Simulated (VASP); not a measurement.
# Settings for C₂NH₇: nudged elastic band

C₂NH₇, molecule in box, 10 atoms in the cell. PBE, nudged elastic band; PAW potentials C, N, H (PBE set). VASP 6.6.1.

Wanted: barrier within 0.02 eV.

Path: methyl rotation in C2H6NH; Moving images: 3.

The series start from Cutoff ENCUT (eV): 400; SCF threshold EDIFF (eV): 1e-5; PREC: Normal; LREAL: no. Each series keeps the choices made before it, and each single choice may use up half of a tolerance. Times cover all steps of a run.

## Cutoff ENCUT (eV)

| Cutoff ENCUT (eV) | Barrier (eV) | Time (s) |
|---|---|---|
| 350 | 0.132 | 236 |
| 400 | 0.131 | 244 |
| 450 | 0.130 | 278 |
| 500 | 0.129 | 343 |
| 550 | 0.129 | 360 |
| 600 (reference) | 0.129 | 405 |

Chosen: 350, the loosest value from which every tighter one stays within half of the tolerance.

## SCF threshold EDIFF (eV)

| SCF threshold EDIFF (eV) | Barrier (eV) | Time (s) |
|---|---|---|
| 0.001 | 0.133 | 180 |
| 0.0001 | 0.132 | 210 |
| 1e-5 | 0.132 | 236 |
| 1e-6 (reference) | 0.132 | 353 |

Chosen: 0.001.

## PREC

| PREC | Barrier (eV) | Time (s) |
|---|---|---|
| Normal | 0.133 | 180 |
| Accurate | 0.133 | 335 |

Chosen: Normal; no other choice that stays within half of the tolerance saves 30 % of the time.

## LREAL

| LREAL | Barrier (eV) | Time (s) |
|---|---|---|
| no | 0.133 | 180 |
| Auto | 0.133 | 183 |

Chosen: no.

## All choices together

| Input | Barrier (eV) | Time (s) |
|---|---|---|
| chosen settings | 0.133 | 180 |
| reference settings throughout | 0.129 | 569 |

The tolerance is met.

## The input

INCAR.step1:
```
PREC = Normal
ENCUT = 350
EDIFF = 0.001
ISMEAR = 0
SIGMA = 0.01
ISYM = 0
LREAL = False
LASPH = True
NELM = 100
ALGO = Normal
LWAVE = False
LCHARG = False
IBRION = 2
NSW = 100
ISIF = 2
EDIFFG = -0.02
POTIM = 0.5
```

INCAR.step3, as INCAR.step1 but for:
```
- IBRION = 2
- ISIF = 2
- EDIFFG = -0.02
- POTIM = 0.5
+ IBRION = 1
+ POTIM = 0.3
+ EDIFFG = -0.05
+ SPRING = -5
+ IMAGES = 3
```

KPOINTS:
```
k-points
0
Gamma
  1 1 1
```

00/POSCAR:
```
H7C2N
1.0
    8.0000000000      0.0000000000      0.0000000000
    0.0000000000      9.5000000000      0.0000000000
    0.0000000000      0.0000000000     12.0000000000
C N H
2 1 7
Direct
    0.5022480974      0.4810322334      0.5984162636
    0.5022441920      0.4810281033      0.3964735538
    0.5031400327      0.5664320490      0.4974469081
    0.6052561246      0.4020861737      0.6025718655
    0.5106313119      0.5493253038      0.6724265793
    0.3830636828      0.4227502787      0.6034482711
    0.6062538636      0.6306084932      0.4974265120
    0.6052511712      0.4020819533      0.3923296859
    0.5106586069      0.5493324981      0.3224731621
    0.3830582809      0.4227529659      0.3914142381
```

01/POSCAR:
```
H7C2N
1.0
    8.0000000000      0.0000000000      0.0000000000
    0.0000000000      9.5000000000      0.0000000000
    0.0000000000      0.0000000000     12.0000000000
C N H
2 1 7
Direct
    0.5028108966      0.4833887157      0.5959543845
    0.5021999770      0.4811370591      0.3965282665
    0.5024341085      0.5683524840      0.4961057406
    0.6252129513      0.4439284186      0.6272994589
    0.4461029113      0.5376104543      0.6675703935
    0.4273795330      0.3868976840      0.5864408028
    0.6066900369      0.6304792705      0.4971484003
    0.6049174489      0.4028862696      0.3928575009
    0.5106010802      0.5494356074      0.3230474489
    0.3834564203      0.4233140891      0.3914746428
```

02/POSCAR:
```
H7C2N
1.0
    8.0000000000      0.0000000000      0.0000000000
    0.0000000000      9.5000000000      0.0000000000
    0.0000000000      0.0000000000     12.0000000000
C N H
2 1 7
Direct
    0.5020785614      0.4813830472      0.5981320520
    0.5020785614      0.4813830472      0.3973187187
    0.5020785614      0.5674011524      0.4977253854
    0.6167393261      0.4910262017      0.6486578871
    0.3950267831      0.5096720920      0.6500272980
    0.4887015753      0.3707711652      0.5744692401
    0.6061826864      0.6290590472      0.4977253854
    0.6044574364      0.4036946261      0.3936832187
    0.5104695614      0.5493708366      0.3241083020
    0.3839923114      0.4236688366      0.3925795520
```

03/POSCAR:
```
H7C2N
1.0
    8.0000000000      0.0000000000      0.0000000000
    0.0000000000      9.5000000000      0.0000000000
    0.0000000000      0.0000000000     12.0000000000
C N H
2 1 7
Direct
    0.5026349843      0.4826116951      0.5958574770
    0.5015120121      0.4818337273      0.3965454420
    0.5017789202      0.5683496242      0.4964922575
    0.5735196848      0.5255293276      0.6673123322
    0.3757990518      0.4647293756      0.6286622119
    0.5540280698      0.3750325652      0.5849147130
    0.6054061843      0.6311449063      0.4974755520
    0.6043636301      0.4037745618      0.3921212173
    0.5098370568      0.5506156749      0.3233724153
    0.3829257698      0.4238085943      0.3916734215
```

04/POSCAR:
```
H7C2N
1.0
    8.0000000000      0.0000000000      0.0000000000
    0.0000000000      9.5000000000      0.0000000000
    0.0000000000      0.0000000000     12.0000000000
C N H
2 1 7
Direct
    0.5038806637      0.4794574350      0.5982844061
    0.5009892108      0.4824073008      0.3965350633
    0.5018758202      0.5663879741      0.4982223433
    0.5128931194      0.5464754922      0.6729458934
    0.3855216046      0.4200501162      0.6037148952
    0.6078290019      0.4013596327      0.6006102670
    0.6035910608      0.6320170420      0.4981910791
    0.6040392165      0.4036438981      0.3916726212
    0.5092093991      0.5516790450      0.3231433367
    0.3819762670      0.4239521162      0.3911071344
```

POSCAR.step1:
```
H7C2N
1.0
    8.0000000000      0.0000000000      0.0000000000
    0.0000000000      9.5000000000      0.0000000000
    0.0000000000      0.0000000000     12.0000000000
C N H
2 1 7
Direct
    0.5022333989      0.4808565631      0.5978493706
    0.5022333989      0.4808565631      0.3970360373
    0.5022333989      0.5668746684      0.4974427040
    0.6046122739      0.4031681421      0.6014848706
    0.5106243989      0.5488443526      0.6710597873
    0.3841471489      0.4231423526      0.6025885373
    0.6063375239      0.6285325631      0.4974427040
    0.6046122739      0.4031681421      0.3934005373
    0.5106243989      0.5488443526      0.3238256206
    0.3841471489      0.4231423526      0.3922968706
```

POSCAR.step2:
```
H7C2N
1.0
    8.0000000000      0.0000000000      0.0000000000
    0.0000000000      9.5000000000      0.0000000000
    0.0000000000      0.0000000000     12.0000000000
C N H
2 1 7
Direct
    0.5013469239      0.4815528348      0.5982232149
    0.5013469239      0.4815528348      0.3974098816
    0.5013469239      0.5675709401      0.4978165483
    0.5136288136      0.5422746864      0.6761743794
    0.3859041456      0.4203153755      0.6020496181
    0.6060561878      0.4076908835      0.5942922875
    0.6054510489      0.6292288348      0.4978165483
    0.6037257989      0.4038644137      0.3937743816
    0.5097379239      0.5495406243      0.3241994649
    0.3832606739      0.4238386243      0.3926707149
```

Commands (each step's output is kept before the next begins):
```
cat potpaw_PBE.64/C/POTCAR potpaw_PBE.64/N/POTCAR potpaw_PBE.64/H/POTCAR > POTCAR
cp INCAR.step1 INCAR
cp POSCAR.step1 POSCAR
mpirun -np 2 vasp_gam > vasp.out
cp POSCAR.step2 POSCAR
mpirun -np 2 vasp_gam > vasp.out
# 00 and 04 hold the relaxed ends, the second shifted as a whole so that the mean position stays; the images between are interpolated (pair-distance (IDPP), through a guessed midpoint)
cp INCAR.step3 INCAR
mpirun -np 3 vasp_gam > vasp.out
```

The chosen input took VASP 6.6.1 180 s on 3 cores (Intel Xeon Platinum 8259CL @ 2.50GHz (Skylake/Cascade Lake)), a shared host.
